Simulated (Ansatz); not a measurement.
# SiO2 (Cristobalite): further runs on the relaxed cell

The task here is to estimate one member of a computed series from the others.

Computed with Ansatz 0.2.0 (DFT PBE and PBEsol (the runs whose input is shown use PBEsol), scalar-relativistic, plane waves, PAW).

1 further run of the same task is left out (set aside as unsound or not needed).

**The starting structure**

Symmetry: P4_12_12, No. 92, tetragonal system. The conventional cell has a = 5.084 Å, b = 5.084 Å, c = 7.101 Å, α = 90.00°, β = 90.00°, γ = 90.00°. Si (site symmetry 2) is surrounded by 4 O at 1.62 to 1.63 Å. O (site symmetry 1) has 2 Si at 1.62 to 1.63 Å as nearest neighbours.

Structure file:

```
Si O
1.0
     5.08370    0.00000    0.00000
     0.00000    5.08370    0.00000
     0.00000    0.00000    7.10088
Si O
4 8
Direct
  0.29386 0.29386 0.00000
  0.20614 0.79386 0.25000
  0.70614 0.70614 0.50000
  0.79386 0.20614 0.75000
  0.24118 0.09345 0.17423
  0.40655 0.74118 0.42423
  0.75882 0.90655 0.67423
  0.59345 0.25882 0.92423
  0.74118 0.40655 0.57577
  0.90655 0.75882 0.32577
  0.25882 0.59345 0.07577
  0.09345 0.24118 0.82577
```

It is the result of an earlier relaxation at this level (volume 15.29 Å³/atom; gap on the mesh: 5.51 eV).

Set-up of the first run:

input.yaml reads:

```yaml
crystal:
  lattice:
    - [5.083699315, 0.0, 0.0]
    - [0.0, 5.083699315, 0.0]
    - [0.0, 0.0, 7.1008769347]
  atoms:
    - { symbol: Si, position: [0.2938575805, 0.2938575805, 0.0] }
    - { symbol: Si, position: [0.2061424195, 0.7938575805, 0.25] }
    - { symbol: Si, position: [0.7061424195, 0.7061424195, 0.5] }
    - { symbol: Si, position: [0.7938575805, 0.2061424195, 0.75] }
    - { symbol: O, position: [0.2411801009, 0.0934526401, 0.1742257551] }
    - { symbol: O, position: [0.4065473599, 0.7411801009, 0.4242257551] }
    - { symbol: O, position: [0.7588198991, 0.9065473599, 0.6742257551] }
    - { symbol: O, position: [0.5934526401, 0.2588198991, 0.9242257551] }
    - { symbol: O, position: [0.7411801009, 0.4065473599, 0.5757742449] }
    - { symbol: O, position: [0.9065473599, 0.7588198991, 0.3257742449] }
    - { symbol: O, position: [0.2588198991, 0.5934526401, 0.0757742449] }
    - { symbol: O, position: [0.0934526401, 0.2411801009, 0.8257742449] }
basis:
  ecutwfc: 420
kpoints:
  mp_grid: { grid: [6, 6, 4] }
hamiltonian:
  xc: pbesol
scf:
  occupations: { method: gaussian, width: 0.02 }
output:
  forces: true
  stress: true
  eigenvalues: true
relax:
  adjacent_minimum: "off"
  f_tol: 0.005
  max_steps: 50
  cell: { stress_tol: 0.05 }
```

Launch:

```bash
ansatz run input.yaml --threads 4 --pin off --max-ram 10240MiB --backend cpu --events-out ev --progress --plain --runs-dir out
```

Steps of the session up to this table: Relaxing with PBEsol; Relaxing with PBE+D3(BJ); The cell under LDA; Relaxing with r2SCAN.

One table of the session follows, with a row left open; its other results are not shown here.

It belongs to the step «Relaxed cells side by side». 

```
functional  a (Å)  b (Å)  c (Å)  volume (Å³/atom)  gap on the mesh (eV)
       PBE  5.084  5.084  7.101             15.29                  5.51
    PBEsol  5.034  5.034  7.022             14.83                  5.57
PBE+D3(BJ)  4.944  4.944  6.816             13.88                  5.65
       LDA      ?      ?      ?                 ?                     ?
    r2SCAN  4.979  4.979  6.915             14.29                  6.35
```

Estimate the missing values for LDA.

As computed: a (Å): 4.949; b (Å): 4.949; c (Å): 6.880; volume (Å³/atom): 14.04; gap on the mesh (eV): 5.55. In the column «a (Å)» it lies between PBE+D3(BJ) (4.944) and r2SCAN (4.979).
